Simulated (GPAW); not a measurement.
Write an ASE script for GPAW 26.7.0 that does the following.

```
Task                : band structure
Functional          : PBEsol
Potentials or basis : PAW data sets generated in the run's folder for this functional
Cutoff              : 600 eV
Basis               : pw
k mesh              : 10 × 10 × 6
Occupations         : fermi-dirac, width 0.05 eV
Spin                : collinear spin, ferromagnetic start
Starting moments    : [2.0, 2.0] μB
Hubbard terms       : Co d U = 4 eV
Maxiter             : 150
Band path           : GMKGALHA,LM,KH
Band points         : 60
```

Crystal: Co.

```
CELL_PARAMETERS angstrom
2.47200 0.00000 0.00000
-1.23600 2.14081 0.00000
0.00000 0.00000 4.02114
ATOMIC_POSITIONS crystal
Co 0.66667 0.33333 0.75000
Co 0.33333 0.66667 0.25000
```

One way to write it, as run:

run.py

```python
from ase import Atoms
from ase.dft.bandgap import bandgap
from ase.io import write
from ase.units import GPa
from gpaw import GPAW, PW, setup_paths

setup_paths.insert(0, '.')

atoms = Atoms(['Co', 'Co'],
              cell=[[2.4719999032, 0.0, 0.0],
                    [-1.2359999516, 2.1408147143, 0.0],
                    [0.0, 0.0, 4.02114408]],
              scaled_positions=[[0.6666666667, 0.3333333333, 0.75],
                                [0.3333333333, 0.6666666667, 0.25]],
              pbc=True)
atoms.set_initial_magnetic_moments([2.0, 2.0])

calc = GPAW(mode=PW(600),
            xc='PBEsol',
            kpts={'size': (10, 10, 6), 'gamma': True},
            occupations={'name': 'fermi-dirac', 'width': 0.05},
            setups={'Co': ':d,4.0'},
            nbands=21,
            convergence={'density': 1e-05, 'energy': 1e-05},
            maxiter=150,
            txt='gpaw.txt')
atoms.calc = calc
energy = atoms.get_potential_energy()
forces = atoms.get_forces()
stress = atoms.get_stress()
calc.write('gs.gpw')
write('result.traj', atoms)
print(f'Energy: {energy:.6f} eV')
print('Forces (eV/A):')
print(forces.round(4))
print('Stress (GPa):', (stress / GPa).round(3))
print('Moments:', calc.get_magnetic_moments().round(3))
print('Fermi level:', round(calc.get_fermi_level(), 4), 'eV')
print(f'Gap: {bandgap(calc)[0]:.4f} eV, direct: {bandgap(calc, direct=True)[0]:.4f} eV')

path = atoms.cell.bandpath('GMKGALHA,LM,KH', npoints=60, eps=1e-4)
bs_calc = calc.fixed_density(kpts=path, symmetry='off', nbands=31,
                             convergence={'bands': 'CBM+6.0', 'eigenstates': 1e-6}, txt='bands.txt')
bs = bs_calc.band_structure()
bs.write('bs.json')
print(f'Gap on the path: {bandgap(bs_calc)[0]:.4f} eV')
```

Potentials or basis: PAW data sets generated in the run's folder for this functional, pw.

Run with:

```console
$ gpaw-setup -f PBEsol Co
$ OMP_NUM_THREADS=1 python run.py
```

It gave:

- Pressure: 10.1 GPa
- Band gap along the path: none (metal or under the smearing width)
- Net moment: 3.98 μB per cell
- Site moments: Co +2.13 μB

Caveat: the U is typed as a test and isn't derived for this compound.

It took 58 s on 1 thread of Intel(R) Xeon(R) 6975P-C (Granite Rapids), on a shared host, peak memory 0.24 GiB.
